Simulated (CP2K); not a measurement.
Pd under changes of volume

One of the cells (14.750 Å³/atom); the others are scaled copies at fixed shape and fractional positions:

```
CELL_PARAMETERS angstrom
2.75277 0.00000 0.00000
1.37638 2.38397 0.00000
1.37638 0.79466 2.24762
ATOMIC_POSITIONS crystal
Pd 0.00000 0.00000 0.00000
```

| Quantity | Value |
| --- | --- |
| Program | CP2K 2026.2 |
| Functional | r2SCAN |
| Potentials or basis | POTENTIAL_UZH Pd GTH-SCAN-q18; TZVP-MOLOPT-SCAN-GTH basis |
| Density cutoff | 9184 eV |
| k mesh | 12 × 12 × 12 |
| Occupations | fermi-dirac, width 0.01 eV |
| Spin | no spin polarisation |

```tsv
volume (Å³/atom)	energy over the lowest point (meV/atom)	pressure (GPa)
13.865	107.15	25.3
14.160	66.40	19.1
14.455	?	?
14.750	16.21	8.6
15.045	4.38	4.3
15.340	0.00	0.5
15.635	2.19	-2.8
```

What does the run at 14.455 Å³/atom give?

Energy over the lowest point 36.51 meV/atom; pressure 13.5 GPa.

Worked out: A Birch-Murnaghan fit of order 3 (a polynomial in V^(-2/3)) to the other rows has its minimum at 15.38 Å³/atom with B0 = V·E''(V) = 183 GPa and B' = 5.6. It gives 36.51 meV/atom at 14.455 Å³/atom, against the run's 36.51, and -dE/dV = 13.5 GPa, against 13.5.

Energies are extrapolated to zero smearing.

Caveats: the basis of atomic orbitals isn't converged, which shifts pressures, moduli and gaps.
